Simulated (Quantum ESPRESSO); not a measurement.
A run of Quantum ESPRESSO 7.5 is set up as follows.

Contents of pw.in:

```
&CONTROL
  calculation = 'scf'
  prefix = 'pwscf'
  outdir = './tmp'
  pseudo_dir = './pseudo'
  tprnfor = .true.
  tstress = .true.
  disk_io = 'low'
/
&SYSTEM
  ibrav = 0
  A = 2.71648
  nat = 1
  ntyp = 1
  ecutwfc = 80
  nbnd = 12
  occupations = 'smearing'
  smearing = 'fd'
  degauss = 0.00367493
/
&ELECTRONS
  conv_thr = 2d-10
  electron_maxstep = 120
  mixing_beta = 0.5
/
ATOMIC_SPECIES
Ga    69.7230 Ga.upf
CELL_PARAMETERS alat
   1.0000000000    0.0000000000    0.0000000000
   0.0000000000    1.0000000000    0.0000000000
   0.0000000000    0.0000000000    1.0000000000
ATOMIC_POSITIONS alat
Ga     0.0000000000    0.0000000000    0.0000000000
K_POINTS automatic
8 8 8 0 0 0
```

The input nscf.in:

```
&CONTROL
  calculation = 'nscf'
  prefix = 'pwscf'
  outdir = './tmp'
  pseudo_dir = './pseudo'
  disk_io = 'low'
/
&SYSTEM
  ibrav = 0
  A = 2.71648
  nat = 1
  ntyp = 1
  ecutwfc = 80
  nbnd = 17
  occupations = 'smearing'
  smearing = 'fd'
  degauss = 0.00367493
  nosym = .true.
  noinv = .true.
/
&ELECTRONS
  conv_thr = 1d-09
  electron_maxstep = 120
  mixing_beta = 0.5
  diago_full_acc = .true.
  startingwfc = 'random'
/
ATOMIC_SPECIES
Ga    69.7230 Ga.upf
CELL_PARAMETERS alat
   1.0000000000    0.0000000000    0.0000000000
   0.0000000000    1.0000000000    0.0000000000
   0.0000000000    0.0000000000    1.0000000000
ATOMIC_POSITIONS alat
Ga     0.0000000000    0.0000000000    0.0000000000
K_POINTS crystal
216
  0.00000000   0.00000000   0.00000000 4.62962963e-03
  0.00000000   0.00000000   0.16666667 4.62962963e-03
  0.00000000   0.00000000   0.33333333 4.62962963e-03
  0.00000000   0.00000000   0.50000000 4.62962963e-03
  0.00000000   0.00000000   0.66666667 4.62962963e-03
  0.00000000   0.00000000   0.83333333 4.62962963e-03
[... 208 lines left out ...]
  0.83333333   0.83333333   0.66666667 4.62962963e-03
  0.83333333   0.83333333   0.83333333 4.62962963e-03
```

File pw2wan.in:

```
&INPUTPP
  prefix = 'pwscf'
  outdir = './tmp'
  seedname = 'w'
  write_mmn = .true.
  write_amn = .true.
/
```

The input bands.in:

```
&CONTROL
  calculation = 'bands'
  prefix = 'pwscf'
  outdir = './tmp'
  pseudo_dir = './pseudo'
  disk_io = 'low'
/
&SYSTEM
  ibrav = 0
  A = 2.71648
  nat = 1
  ntyp = 1
  ecutwfc = 80
  nbnd = 17
  occupations = 'smearing'
  smearing = 'fd'
  degauss = 0.00367493
/
&ELECTRONS
  conv_thr = 1d-08
  electron_maxstep = 120
  mixing_beta = 0.5
  diago_full_acc = .true.
  startingwfc = 'random'
/
ATOMIC_SPECIES
Ga    69.7230 Ga.upf
CELL_PARAMETERS alat
   1.0000000000    0.0000000000    0.0000000000
   0.0000000000    1.0000000000    0.0000000000
   0.0000000000    0.0000000000    1.0000000000
ATOMIC_POSITIONS alat
Ga     0.0000000000    0.0000000000    0.0000000000
K_POINTS crystal
71
  0.00000000   0.00000000   0.00000000 1
  0.00000000   0.05555600   0.00000000 1
  0.00000000   0.11111100   0.00000000 1
  0.00000000   0.16666700   0.00000000 1
  0.00000000   0.22222200   0.00000000 1
  0.00000000   0.27777800   0.00000000 1
  0.00000000   0.33333300   0.00000000 1
  0.00000000   0.38888900   0.00000000 1
  0.00000000   0.44444400   0.00000000 1
  0.00000000   0.50000000   0.00000000 1
  0.05555600   0.50000000   0.00000000 1
  0.11111100   0.50000000   0.00000000 1
  0.16666700   0.50000000   0.00000000 1
  0.22222200   0.50000000   0.00000000 1
  0.27777800   0.50000000   0.00000000 1
  0.33333300   0.50000000   0.00000000 1
  0.38888900   0.50000000   0.00000000 1
  0.44444400   0.50000000   0.00000000 1
  0.50000000   0.50000000   0.00000000 1
  0.46153800   0.46153800   0.00000000 1
  0.42307700   0.42307700   0.00000000 1
  0.38461500   0.38461500   0.00000000 1
  0.34615400   0.34615400   0.00000000 1
  0.30769200   0.30769200   0.00000000 1
  0.26923100   0.26923100   0.00000000 1
  0.23076900   0.23076900   0.00000000 1
  0.19230800   0.19230800   0.00000000 1
  0.15384600   0.15384600   0.00000000 1
  0.11538500   0.11538500   0.00000000 1
  0.07692300   0.07692300   0.00000000 1
  0.03846200   0.03846200   0.00000000 1
  0.00000000   0.00000000   0.00000000 1
  0.03125000   0.03125000   0.03125000 1
  0.06250000   0.06250000   0.06250000 1
  0.09375000   0.09375000   0.09375000 1
  0.12500000   0.12500000   0.12500000 1
  0.15625000   0.15625000   0.15625000 1
  0.18750000   0.18750000   0.18750000 1
  0.21875000   0.21875000   0.21875000 1
  0.25000000   0.25000000   0.25000000 1
  0.28125000   0.28125000   0.28125000 1
  0.31250000   0.31250000   0.31250000 1
  0.34375000   0.34375000   0.34375000 1
  0.37500000   0.37500000   0.37500000 1
  0.40625000   0.40625000   0.40625000 1
  0.43750000   0.43750000   0.43750000 1
  0.46875000   0.46875000   0.46875000 1
  0.50000000   0.50000000   0.50000000 1
  0.46153800   0.50000000   0.46153800 1
  0.42307700   0.50000000   0.42307700 1
  0.38461500   0.50000000   0.38461500 1
  0.34615400   0.50000000   0.34615400 1
  0.30769200   0.50000000   0.30769200 1
  0.26923100   0.50000000   0.26923100 1
  0.23076900   0.50000000   0.23076900 1
  0.19230800   0.50000000   0.19230800 1
  0.15384600   0.50000000   0.15384600 1
  0.11538500   0.50000000   0.11538500 1
  0.07692300   0.50000000   0.07692300 1
  0.03846200   0.50000000   0.03846200 1
  0.00000000   0.50000000   0.00000000 1
  0.50000000   0.50000000   0.00000000 1
  0.50000000   0.50000000   0.05555600 1
  0.50000000   0.50000000   0.11111100 1
  0.50000000   0.50000000   0.16666700 1
  0.50000000   0.50000000   0.22222200 1
  0.50000000   0.50000000   0.27777800 1
  0.50000000   0.50000000   0.33333300 1
  0.50000000   0.50000000   0.38888900 1
  0.50000000   0.50000000   0.44444400 1
  0.50000000   0.50000000   0.50000000 1
```

Contents of w.win:

```
num_wann = 9
num_bands = 17
guiding_centres = true
dis_froz_max = 12.32
dis_num_iter = 600
dis_mix_ratio = 0.5
dis_conv_tol = 1.0d-9
num_iter = 0
search_shells = 100
kmesh_tol = 1.0d-4
conv_tol = 1.0d-8
conv_window = 4
num_print_cycles = 200
fermi_energy = 9.3242
bands_plot = true
write_hr = true
mp_grid = 6 6 6
begin projections
Ga: s;p;d
end projections
begin unit_cell_cart
ang
  2.7164800000   0.0000000000   0.0000000000
  0.0000000000   2.7164800000   0.0000000000
  0.0000000000   0.0000000000   2.7164800000
end unit_cell_cart
begin atoms_frac
Ga   0.0000000000   0.0000000000   0.0000000000
end atoms_frac
begin kpoint_path
G   0.0000000000   0.0000000000   0.0000000000  X   0.0000000000   0.5000000000   0.0000000000
X   0.0000000000   0.5000000000   0.0000000000  M   0.5000000000   0.5000000000   0.0000000000
M   0.5000000000   0.5000000000   0.0000000000  G   0.0000000000   0.0000000000   0.0000000000
G   0.0000000000   0.0000000000   0.0000000000  R   0.5000000000   0.5000000000   0.5000000000
R   0.5000000000   0.5000000000   0.5000000000  X   0.0000000000   0.5000000000   0.0000000000
M   0.5000000000   0.5000000000   0.0000000000  R   0.5000000000   0.5000000000   0.5000000000
end kpoint_path
bands_num_points = 9
begin kpoints
  0.00000000   0.00000000   0.00000000
  0.00000000   0.00000000   0.16666667
  0.00000000   0.00000000   0.33333333
  0.00000000   0.00000000   0.50000000
  0.00000000   0.00000000   0.66666667
  0.00000000   0.00000000   0.83333333
[... 208 lines left out ...]
  0.83333333   0.83333333   0.66666667
  0.83333333   0.83333333   0.83333333
end kpoints
```

Potentials or basis: PseudoDojo 0.4.1 SR PBEsol standard.

The run is started by

```bash
$ OMP_NUM_THREADS=1 pw.x -in pw.in > pw.out
$ OMP_NUM_THREADS=1 pw.x -in nscf.in > nscf.out
$ wannier90.x -pp w
$ OMP_NUM_THREADS=1 pw2wannier90.x -in pw2wan.in > pw2wan.out
$ wannier90.x w
$ OMP_NUM_THREADS=1 pw.x -in bands.in > bands.out
```

(1) Predict the total Wannier spread.

(2) What does it give for the RMS miss of the Wannier bands?

(3) Predict the pressure.

(4) Predict the band gap on the k mesh.

## Answers

(1) 9.65 Å² over 9 functions.

(2) 0.029 eV.

(3) -2.4 GPa.

(4) none (metal or under the smearing width).
